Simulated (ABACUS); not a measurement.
The system is Os.

```xyz
2
Lattice="2.7341 0.0000 0.0000 -1.3671 2.3678 0.0000 0.0000 0.0000 4.3197" Properties=species:S:1:pos:R:3 pbc="T T T"
Os    1.3671    0.7893    3.2398
Os    0.0000    1.5785    1.0799
```

Base run:

- Program: ABACUS 3.10.1
- Functional: PBE
- Potentials or basis: SG15 ONCV 1.2 PBE
- Cutoff: 1361 eV
- Density cutoff: 5442 eV
- Basis: DZP LCAO (the cutoffs set its grid)
- k mesh: 10 × 10 × 6
- Occupations: fermi-dirac, width 0.05 eV
- Spin: no spin polarisation

Its results: band gap on the k mesh none (metal or under the smearing width); pressure 10.0 GPa.

**Question.** The run is repeated on the same cell with these changes: functional from PBE to r2SCAN; k mesh from 10 × 10 × 6 to 8 × 8 × 4. What comes out?

**Answer.** Band gap on the k mesh none (metal or under the smearing width); pressure 2.8 GPa.

Several settings changed at once, so the effect can't be laid on one alone.

Caveats: some runs use coarse meshes; the atomic orbitals were generated for these runs and aren't a published set; the basis of atomic orbitals isn't converged, which shifts pressures, moduli and gaps; the potentials were made for another functional, which shifts forces and pressure (some runs).

Not every run made on this cell is shown here.
